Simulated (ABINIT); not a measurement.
The system is BAs.

```
As B
1.0
     0.00000    2.38850    2.38850
     2.38850    0.00000    2.38850
     2.38850    2.38850    0.00000
As B
1 1
Cartesian
  3.5827 3.5827 3.5827
  0.0000 0.0000 0.0000
```

Base run:

* Program: ABINIT 10.8.3 (patched build)
* Functional: WC
* Potentials or basis: JTH PAW PBE v2.0
* Cutoff: 490 eV
* k mesh: 10 × 10 × 10
* Occupations: fermi-dirac, width 0.05 eV
* Spin: no spin polarisation

Its results: band gap on the k mesh 1.09 eV, indirect (least direct gap 3.25 eV); pressure -0.6 GPa.

Problem. After a change of settings the same cell gave: band gap on the k mesh 1.36 eV, indirect (least direct gap 3.43 eV); pressure 0.7 GPa. Which change was it?
A. functional from WC to RPBE
B. functional from WC to LDA
C. functional from WC to r2SCAN
D. functional from WC to PBE

Solution. C.

r2SCAN gives the wider gap, since meta-GGAs in the generalised Kohn-Sham scheme recover part of the derivative discontinuity.

Caveats: the PAW data sets were made with another functional, which shifts forces and pressure a little.
